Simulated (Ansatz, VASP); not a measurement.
**One calculation of CuAu, two programs**

```
CELL_PARAMETERS angstrom
2.83405 0.00000 0.00000
0.00000 2.83405 0.00000
0.00000 0.00000 3.53860
ATOMIC_POSITIONS crystal
Cu 0.50000 0.50000 0.50000
Au 0.00000 0.00000 0.00000
```

Alike in both runs: functional PBEsol; k mesh 14 × 14 × 12; occupations gaussian, width 0.1 eV; no spin polarisation.

Ansatz relaxed the structure, and its values are those at the end. VASP's run is a single point on that final structure, the one shown.

```csv
,VASP,Ansatz
version,VASP 6.6.1,Ansatz 0.2.0
potentials or method,"VASP PAW PBE potentials, release 64 (Cu, Au)","scalar-relativistic, plane waves, PAW"
plane-wave cutoff (eV),520,420
valence electrons in the cell,22,38
```

Ansatz gave:

| Property | Result |
| --- | --- |
| gap on the k mesh at the Fermi level (eV) | none |
| pressure (GPa) | 0.0 |

Problem. Which values does VASP return?

Solution. gap on the k mesh at the Fermi level (eV): none; pressure (GPa): 0.1.

A gap of «none» marks a metal or a gap that the smearing closes. With one functional, cell and mesh, what is left measures potentials, basis and numerics. The two sets of potentials don't hold the same shells in valence.

Caveats: the PAW data sets were made with another functional, which shifts forces and pressure a little (VASP). Spin-orbit coupling is left out, which matters for the levels of Au.
